The row at 34.136 Å³/atom looks wrong. Eight atoms fill the cubic cell, so its edge is $(8\times 34.136)^{1/3}=6.49$ Å, close to that of real CdTe, roughly 6.5 Å. A crystal of that size lying on a bench is under almost no pressure. PBE nevertheless reports 2.42 GPa, and the positive sign means that the cell is pushing outward.

Zincblende CdTe at fixed volumes, computed with Ansatz 0.2.0 using scalar-relativistic PBE without spin polarization or a dispersion correction, PAW, a 420 eV plane-wave cutoff, an 8×8×8 k mesh and 0.02 eV Gaussian smearing. Energies are relative to the elements' standard crystals in PBE, and pressure is positive in compression.

| volume (Å³/atom) | shortest distance (Å) | energy over elements (eV/atom) | pressure (GPa) |
| --- | --- | --- | --- |
| 29.214 | 2.667 | -0.238 | 12.650 |
| 29.482 | 2.675 | -0.259 | 11.850 |
| 30.575 | 2.708 | -0.330 | 8.950 |
| 31.841 | 2.745 | -0.389 | 6.190 |
| 31.899 | 2.747 | -0.391 | 6.070 |
| 32.745 | 2.771 | -0.419 | 4.530 |
| 32.922 | 2.776 | -0.424 | 4.240 |
| 33.359 | 2.788 | -0.435 | 3.540 |
| 33.688 | 2.797 | -0.442 | 3.050 |
| 34.136 | 2.809 | -0.449 | 2.420 |
| 35.964 | 2.859 | -0.464 | 0.270 |
| 35.969 | 2.859 | -0.464 | 0.260 |

The same run gives a band gap of 0.76 eV, about half the measured value of roughly 1.5 eV. In a solar absorber this matters, because absorption of light starts at the gap, and the calculation would put that threshold at half the true photon energy. It is tempting to blame the lattice, since PBE wants CdTe too large and a larger cell has a smaller gap. But this row already has nearly the right size, and its gap is still far too small.

**How large the volume error is.** A third-order Birch–Murnaghan equation of state, fitted to all twelve pressures, reaches zero at 36.2 Å³/atom, just beyond the largest cell. The edge there is nearly 2% longer than the rough measured one. Integrating the fitted pressure over volume returns the energies to within 1 meV/atom, whereas a false pressure of about 2 GPa in every row would spoil that agreement by some 90 meV/atom. The outward push therefore belongs to the computed energy curve and isn't a faulty stress.

**Why PBE stretches the crystal.** Its exchange energy is lowered where the electron density changes rapidly compared with its own size. Pulling atoms apart thins the density between them and makes this relative change steeper, so the stretched crystal is credited with extra stability. This counteracts the overbinding of the local density approximation, but between heavy atoms it goes too far. This is the accepted theoretical account; a table with a single functional doesn't test it.

**Why volume moves the gap.** The top of the valence band is mainly Te 5p, while the bottom of the conduction band is an antibonding mixture of Cd and Te s orbitals. Shorter contacts strengthen the overlap and push the antibonding edge up relative to the valence top. The hydrogen molecule does the same: bringing its nuclei together widens the split between its bonding and antibonding levels. The analogy gives the direction only, because in CdTe the two edges come from different orbitals.

Overlap follows roughly a power of the bond length, so over a modest range of volume, equal percentage changes should shift the gap by nearly equal amounts:

$$E_g(V)=E_0+a\,\ln(V_0/V)$$

Here $V$ is the volume per atom, $V_0$ the volume at which PBE has zero pressure, and $E_0$ the gap there. A fit to all twelve gaps gives $E_0=0.58$ eV and $a=3.06$ eV. For the row at 34.136 Å³/atom,

$$E_g=0.58+3.06\,\ln(36.23/34.136)=0.58+0.18=0.76\ \text{eV},$$

which matches the computed gap, though this row was part of the fit. Correcting the volume thus recovers 0.18 eV of a shortfall of about 0.9 eV, or one fifth. Since the measured edge is used only to two figures, the share could be anything from a tenth to a quarter.

**Where the rest comes from.** A true gap is the cost of removing an electron minus the energy gained by adding one. PBE takes the difference of two orbital energies instead, and its potential lacks the jump that the exact one makes when an electron is added. PBE also lets each electron partly repel itself, which places the Cd 4d level too high; from there it pushes the Te 5p valence top up and narrows the gap. How the error divides between these two causes is open here. Spin–orbit coupling and the vibrations of the atoms, both left out of these runs, would narrow the gap further, so the functional's own error is larger than it appears.

**A trap in the pressure scale.** The gap shift per GPa is $a/B$, where the bulk modulus $B$ measures resistance to compression. $B$ rises from about 41 GPa between 34.136 and 35.964 Å³/atom to about 88 GPa between the two smallest cells, so each further GPa moves the gap less. Carrying the shift per GPa from the first pair to the smallest cell predicts 1.50 eV, which looks like the measured gap, but the run itself gives 1.24 eV. Carried along $\ln V$, the same pair gives 1.23 eV.

**What to do.** Under uniform compression, convert strain into a gap shift through the volume, and use a shift per GPa only over a narrow range. Strain that differs between the axes needs its own calculation, because it also splits the valence top. Real CdTe leaves this structure somewhere between 3 and 4 GPa, so the more strongly compressed rows describe a crystal held in zincblende by the calculation. For the gap itself, use a hybrid functional or a GW calculation with spin–orbit coupling, at the measured lattice edge. Adding a constant 0.75 eV to PBE gaps computed at the real crystal's volume, not at PBE's relaxed one, is a cheap substitute, but it assumes that the error stays the same under compression, which is untested here. The printed output below gives both fits and the estimates drawn from them.

Output of the analysis:

```
fit of pressure on 12 rows: coefficient of (s/vol)**(7/3)-(s/vol)**(5/3) 52.95 +/- 0.027, coefficient of ((s/vol)**(7/3)-(s/vol)**(5/3))*((s/vol)**(2/3)-1) 27.88 +/- 0.21, s 36.23; rms 0.00247, worst 31.841 -0.00481, leave-one-out rms 0.00291
PBE volume at zero pressure, extrapolated (A^3/atom): 36.23
PBE conventional edge at zero pressure (A): 6.618
excess of PBE edge over rough recalled 6.5 A (percent): 1.815
PBE pressure at edge 6.5 A (GPa): 2.194
PBE pressure at edge 6.45 A (GPa): 3.267
PBE pressure at edge 6.55 A (GPa): 1.255
largest mismatch of integrated pressure and energy (meV/atom): 0.7405
mismatch if the pressure at 6.5 A were spurious in all rows (meV/atom): 92.5
fit of gap on 12 rows: constant 0.5817 +/- 0.0012, coefficient of log(vol/V0) -3.062 +/- 0.0094; rms 0.00193, worst 35.964 -0.00302, leave-one-out rms 0.0025
gap at PBE zero-pressure volume (eV): 0.5817
gap at edge 6.5 A (eV): 0.7469
shortfall from rough 1.5 eV at PBE volume (eV): 0.9183
share of shortfall removed by volume, edge 6.5 A (percent): 17.99
same share, edge 6.45 A (percent): 25.72
same share, edge 6.55 A (percent): 10.33
shortfall left at edge 6.5 A (eV): 0.7531
shortfall left in the smallest cell (eV): 0.2567
gap shift per pressure, 34.136 to 35.964 (eV/GPa): 0.07236
gap shift per pressure, 29.214 to 29.482 (eV/GPa): 0.03537
bulk modulus, 34.136 to 35.964 (GPa): 41.21
bulk modulus, 29.214 to 29.482 (GPa): 87.61
smallest cell's gap by constant shift per GPa (eV): 1.503
its overshoot (eV): 0.26
smallest cell's gap by constant shift per ln V (eV): 1.227
```
